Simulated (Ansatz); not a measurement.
# TiO2 (P4_2/mnm) in Ansatz: a series of runs, part 2 of 2

Ansatz 0.2.0.

### 4 Band structure, revPBE

Contents of input.yaml:

```yaml
crystal:
  lattice:
    - [4.5998373239, 0.0, 0.0]
    - [0.0, 4.5998373239, 0.0]
    - [0.0, 0.0, 2.95921356]
  atoms:
    - { symbol: Ti, position: [0.0, 0.0, 0.5] }
    - { symbol: Ti, position: [0.5, 0.5, 0.0] }
    - { symbol: O, position: [0.30432132, 0.30432132, 0.5] }
    - { symbol: O, position: [0.19567868, 0.80432132, 0.0] }
    - { symbol: O, position: [0.80432132, 0.19567868, 0.0] }
    - { symbol: O, position: [0.69567868, 0.69567868, 0.5] }
hamiltonian:
  xc: revpbe
  pseudopotentials: { kind: paw }
kpoints:
  mp_grid: { grid: [6, 6, 9] }
  band_path:
    path:
      - [[0.0, 0.0, 0.0], [0.0, 0.5, 0.0], [0.5, 0.5, 0.0], [0.0, 0.0, 0.0], [0.0, 0.0, 0.5], [0.0, 0.5, 0.5], [0.5, 0.5, 0.5], [0.0, 0.0, 0.5]]
      - [[0.0, 0.5, 0.0], [0.0, 0.5, 0.5]]
      - [[0.5, 0.5, 0.0], [0.5, 0.5, 0.5]]
    npoints: 14
scf:
  occupations: { method: fermi_dirac, width: 0.05 }
  n_extra_bands: 15
output:
  forces: true
  stress: true
  eigenvalues: true
  fatbands: false
  write_density: true
  write_potential: true
  elf: true
  volumetric_format: npy
```

Potentials or basis: Ansatz PAW.

Launch:

```
> ansatz run input.yaml --threads 2 --pin off --max-ram 5632MiB --backend cpu --events-out ev --progress --plain --runs-dir out
```

Standard output:

```text
Warning: RAYON_NUM_THREADS=2 ignored (pool sized by the plan → 2); use --threads N
scf.n_extra_bands = 15 over 24 filled bands (N_el = 48.0): the run solves 39 bands
Engine: ansatz 0.2.0, x86_64-unknown-linux-gnu
Pseudopotentials: kind: paw
Pseudopotential: Ti, paw, valence charge 12, recommended cutoff 420 eV (normal), Ti.paw.azcp
Pseudopotential: O, paw, valence charge 6, recommended cutoff 420 eV (normal), O.paw.azcp
Functional definition: revPBE
  parameter kappa = 1.245
  parameter beta = 0.06672455060314922
  exchange = pbe_x(kappa = kappa, mu = beta*pi^2/3)
  correlation = pbe_c(beta = beta)
Crystal: 6 atoms, lattice volume = 62.613 Å³
Basis set: ecut = 420 eV, 1217 PW (Γ), exchange–correlation on 64×64×40 points (8 copies of the dense FFT grid, shifted against one another)
Bands: 39, of which v1, the nominal top of the filled ones, is band 24 counted from 1 (23 counted from 0)
Symmetry: 16 space group operations
Space group: P42/mnm (ITA 136), of the structure as read, at distance tolerance 4.0e-5 Å
k-points: 50 of 324
Non-local potential: Ti, projectors of the file, l = 0: 3, l = 1: 2, l = 2: 3, l = 3: 1
Non-local potential: O, projectors of the file, l = 0: 2, l = 1: 2, l = 2: 1
PAW form: soft (Blöchl's): semilocal exchange-correlation on the pseudo side does not see the compensation charge
PAW frozen core: Ti, regenerated for the run's functional, and the local potential with it (the file was generated under x = pbe(κ = 0.804, μ = 0.2195149727645171), c = pbe(β = 0.06672455060314922))
PAW frozen core: O, regenerated for the run's functional, and the local potential with it (the file was generated under x = pbe(κ = 0.804, μ = 0.2195149727645171), c = pbe(β = 0.06672455060314922))
PAW one-centre angular grid: Ti, 590 points (default); XC on 64 Gauss nodes
PAW one-centre angular grid: O, 110 points (default); XC on 64 Gauss nodes
Initial density: superposition of atomic densities (neutral atoms: chi_scale 0, normalization atom), corrected by the library's trained network
Initial wavefunctions: pseudopotential atomic-orbital guess
Functional: x = revpbe(κ = 1.245, μ = 0.2195149727645171), c = pbe(β = 0.06672455060314922)
SCF iter   1: F=—  HF=-7288.396262 eV  |F-HF|=—  |Δ(HF+E_count)|=         —  Δρ=3.03e-3  dr2=3.55e-3  ethr=1.77e-3  ⟨swp⟩=5.8  Hψ=8313  notcnv=0  defer=61
preconditioner: auto → Resta (q_TF=auto, 2.610 Å⁻¹)  ε∞=4.8  [insulator: Δε(μ)=1.899 eV  Ē_g=13.697 eV  σ=0.050 eV  W_gap=1.00  n_scr=18 (ndim 8)  ℏωp=26.5 eV  f_vac=0.019  D(μ)=0.00/eV (n_scr^D=0)  ε∞_Penn≈4.8]
SCF iter   2: F=—  HF=-7288.397236 eV  |F-HF|=—  |Δ(HF+E_count)|=   9.74e-4  Δρ=1.71e-3  dr2=9.66e-4  ethr=7.40e-6  ⟨swp⟩=2.0  Hψ=2856  notcnv=0  defer=183
SCF iter   3: F=—  HF=-7288.397900 eV  |F-HF|=—  |Δ(HF+E_count)|=   6.64e-4  Δρ=1.13e-3  dr2=8.23e-4  ethr=2.01e-6  ⟨swp⟩=2.8  Hψ=3020  notcnv=0  defer=183
SCF iter   4: F=—  HF=-7288.397902 eV  |F-HF|=—  |Δ(HF+E_count)|=   1.58e-6  Δρ=2.13e-4  dr2=2.71e-5  ethr=1.71e-6  ⟨swp⟩=2.2  Hψ=2330  notcnv=0  defer=183
SCF iter   5: F=—  HF=-7288.397900 eV  |F-HF|=—  |Δ(HF+E_count)|=   1.54e-6  Δρ=6.89e-5  dr2=2.63e-6  ethr=5.65e-8  ⟨swp⟩=2.0  Hψ=2359  notcnv=0  defer=183
SCF iter   6: F=—  HF=-7288.397905 eV  |F-HF|=—  |Δ(HF+E_count)|=   5.02e-6  Δρ=1.52e-5  dr2=1.40e-7  ethr=5.47e-9  ⟨swp⟩=2.0  Hψ=2413  notcnv=0  defer=183
SCF iter   7: F=-7288.397906 eV  HF=-7288.397906 eV  |F-HF|=7.87e-9  |Δ(HF+E_count)|=   3.12e-7  Δρ=3.37e-6  dr2=5.62e-9  ethr=2.08e-10  ⟨swp⟩=12.6  Hψ=11490  notcnv=0
SCF 1 converged in 7 iterations: F = -7288.397906 eV  dr2 = 5.62e-9
NSCF: frozen V_eff on 129 k-points
SCF converged after 7 iterations
Free energy (F): -7288.397906 eV
Harris-Foulkes:  -7288.397906 eV  (|F-HF|=7.87e-9)
Internal energy: -7288.397906 eV  (E = F + TS)
E sigma→0 (E₀):  -7288.397906 eV
Fermi energy:    10.127785 eV
--- Per-component energies (eV) ---
  E_band       = -389.194233
  E_kinetic    = 1248.722542
  E_local      = -3087.809239  (includes V_loc(G=0)·N_el)
  E_nonlocal   = 192.321704
  E_hartree    = 1177.897909
  E_xc         = -494.453732
  E_vxc        = -625.024449  (∫ρ·V_xc dr)
  E_paw        = -2731.854456  (= ΣΔE_a)
  E_vpaw       = -473.208779  (= ΣTr[D̂ρ^β])
  E_aug_tail   = 0.010064  (compensation charges beyond the density's cutoff)
  E_ewald      = -3593.095214
  E_core_change = -0.137484  (= ΣΔE_core)
  E_smearing   = -0.000000  (= −TS)
  E_closure    = 0.000000  (closes the sum)
  Σ components = -7288.397906   (vs F -7288.397906, Δ=0.00e0)
--- Forces (eV/Å), atoms counted from 1 ---
  atom   1  Ti     0.00000000    -0.00000000     0.00000000
  atom   2  Ti     0.00000000     0.00000000     0.00000000
  atom   3  O     -0.01290680    -0.01290680     0.00000000
  atom   4  O      0.01290680    -0.01290680     0.00000000
  atom   5  O     -0.01290680     0.01290680     0.00000000
  atom   6  O      0.01290680     0.01290680     0.00000000
  max |Σ_I F_I| component: 3.47e-18 eV/Å
--- Stress (GPa, compression-positive) ---
        8.114715       0.000000       0.000000
        0.000000       8.114715       0.000000
        0.000000       0.000000       7.700865
  P = ⅓ Tr σ = 7.9768 GPa (79.768 kbar)
--- Band table (eV; the first three rows and the last of 50) ---
  k-point 0: bands = ["-47.7811", "-47.7645", "-24.0465", "-24.0465", "-23.8830", "-23.8830", "-23.8392", "-23.8052", "-9.0487", "-7.9001", "-7.1740", "-7.1740", "3.4758", "3.8797", "4.3508", "5.4016", "5.4016", "6.6726", "6.6726", "7.2348", "8.5035", "8.7574", "8.7574", "9.2065", "11.0981", "11.3944", "11.6272", "11.7212", "11.7212", "13.5793", "13.7760", "15.7855", "15.7855", "16.8160", "17.2129", "20.9762", "20.9762", "23.9259", "24.9463"]
  k-point 1: bands = ["-47.7760", "-47.7603", "-24.0329", "-24.0329", "-23.8916", "-23.8807", "-23.8807", "-23.8604", "-8.9218", "-7.8284", "-7.2339", "-7.2339", "3.6537", "4.0132", "4.4915", "5.2635", "5.2635", "6.8699", "6.9240", "6.9240", "8.0032", "8.5123", "8.5123", "9.1459", "11.3955", "11.5075", "11.5497", "11.8782", "11.8782", "13.6772", "13.7650", "15.6008", "15.6008", "16.6280", "17.5995", "21.4718", "21.4718", "23.9542", "24.8192"]
  k-point 2: bands = ["-47.7627", "-47.7500", "-24.0220", "-23.9980", "-23.9971", "-23.9971", "-23.8758", "-23.8758", "-8.5832", "-7.6603", "-7.3849", "-7.3849", "4.1248", "4.3531", "4.9047", "5.1294", "5.1294", "6.1005", "7.0231", "7.3483", "7.3483", "7.9091", "7.9091", "8.8670", "11.4560", "11.7137", "11.9213", "12.2428", "12.2428", "13.3924", "14.1669", "15.3026", "15.3026", "16.0939", "18.5948", "22.6177", "22.6177", "24.0553", "24.3129"]
  k-point 49: bands = ["-47.7340", "-47.7340", "-24.2529", "-24.2529", "-23.9173", "-23.9173", "-23.8820", "-23.8820", "-7.7566", "-7.7566", "-7.5257", "-7.5257", "4.5264", "4.5264", "4.6820", "4.6820", "5.6952", "5.6952", "6.5343", "6.5343", "7.8920", "7.8920", "8.5034", "8.5034", "11.8733", "11.8733", "12.4071", "12.4071", "12.4102", "12.4102", "15.1266", "15.1266", "15.1675", "15.1675", "21.0970", "21.0970", "23.4717", "23.4717", "24.1584"]
```

It took 14 s on 2 threads of Intel Xeon at 2.50GHz (Skylake/Cascade Lake), shared host; peak memory 0.48 GiB.

Results:

| Item | Value |
| --- | --- |
| Free energy | -7288.3979 eV |
| Pressure | 8.0 GPa |
| Largest force | 0.018 eV/Å |
| Band gap on the k mesh | 1.89 eV, direct |
| Band gap along the path | 1.89 eV, direct |

Forces in eV/Å, atoms in the order of the input:
```
Ti   0.000  0.000  0.000
Ti   0.000  0.000  0.000
O   -0.013 -0.013  0.000
O    0.013 -0.013  0.000
O   -0.013  0.013  0.000
O    0.013  0.013  0.000
```

Levels at the corners of the path, in eV from the valence-band top:
```csv
point,band 20,band 21,band 22,band 23,band 24,band 25,band 26,band 27,band 28,band 29
Γ,-1.97,-0.70,-0.45,-0.45,0.00,1.89,2.19,2.42,2.51,2.51
X,-3.04,-1.63,-1.63,-0.74,-0.74,2.56,2.56,3.04,3.04,3.57
M,-2.17,-1.30,-1.30,-1.06,-1.06,1.93,1.93,2.54,2.54,3.83
Γ,-1.97,-0.70,-0.45,-0.45,0.00,1.89,2.19,2.42,2.51,2.51
Z,-2.76,-2.33,-2.33,-1.42,-1.42,2.98,2.98,3.19,3.19,3.67
R,-2.36,-2.02,-2.02,-1.03,-1.03,1.94,1.94,3.21,3.21,3.91
A,-2.73,-1.28,-1.28,-0.67,-0.67,2.62,2.62,3.22,3.22,3.23
Z,-2.76,-2.33,-2.33,-1.42,-1.42,2.98,2.98,3.19,3.19,3.67
X,-3.04,-1.63,-1.63,-0.74,-0.74,2.56,2.56,3.04,3.04,3.57
R,-2.36,-2.02,-2.02,-1.03,-1.03,1.94,1.94,3.21,3.21,3.91
M,-2.17,-1.30,-1.30,-1.06,-1.06,1.93,1.93,2.54,2.54,3.83
A,-2.73,-1.28,-1.28,-0.67,-0.67,2.62,2.62,3.22,3.22,3.23
```

Caveat: the pressure holds a Pulay correction of +0.7 GPa for the finite cutoff; the PAW data sets come from PBE, with cores solved anew for the run's functional, which leaves a small shift of forces and pressure.

### 5 Summary

| level | gap on the mesh (eV) | pressure (GPa) | largest force (eV/Å) |
| --- | --- | --- | --- |
| PBEsol | 1.83 | -2.8 | 0.07 |
| RPBE | 1.90 | 9.3 | 0.03 |
| revPBE | 1.89 | 8.0 | 0.02 |

Alike in all rows: task band structure; potentials or basis Ansatz PAW; no spin polarisation; cell as given; k mesh 6 × 6 × 9; cutoff (eV) 420; smearing fermi-dirac 0.05 eV.

On the cell as given the gap runs from 1.83 eV (PBEsol) to 1.90 eV (RPBE). The pressure there spans -2.8 GPa (PBEsol) to 9.3 GPa (RPBE); a positive pressure means that this level wants a larger cell, a negative one a smaller.

Caveats: the PAW data sets come from PBE, with cores solved anew for the run's functional, which leaves a small shift of forces and pressure.

Absolute energies hang on the potentials; compare differences alone.

### 6 Against experiment

Step 2. Against the measured gap of TiO2, 3.03 eV (direct; 1.6 K; quoted in “Shallow Valence Band of Rutile GeO2 and P-type Doping”, 2020, arxiv:2011.08928), the calculated 1.83 eV is off by -1.20 eV. 2 values of this kind are on record in papers (3.03 to 3.05 eV); this one was drawn at random among those near their median. The value is that of PBEsol, without temperature or zero-point motion. Semilocal functionals fall short of measured gaps as a rule. The cell is a database's relaxed one, not the measured one, which moves gaps too.

Step 3. Measured gap of TiO2: 3.03 eV (direct; 1.6 K; quoted in “Shallow Valence Band of Rutile GeO2 and P-type Doping”, 2020, arxiv:2011.08928). This calculation gives 1.90 eV (-1.13 eV). 2 values of this kind are on record in papers (3.03 to 3.05 eV); this one was drawn at random among those near their median. The value is that of RPBE, without temperature or zero-point motion. Semilocal functionals fall short of measured gaps as a rule. The cell is a database's relaxed one, not the measured one, which moves gaps too.

Step 4. Measured gap of TiO2: 3.03 eV (direct; 1.6 K; quoted in “Shallow Valence Band of Rutile GeO2 and P-type Doping”, 2020, arxiv:2011.08928). This calculation gives 1.89 eV (-1.14 eV). 2 values of this kind are on record in papers (3.03 to 3.05 eV); this one was drawn at random among those near their median. The value is that of revPBE, without temperature or zero-point motion. Semilocal functionals fall short of measured gaps as a rule. The cell is a database's relaxed one, not the measured one, which moves gaps too.
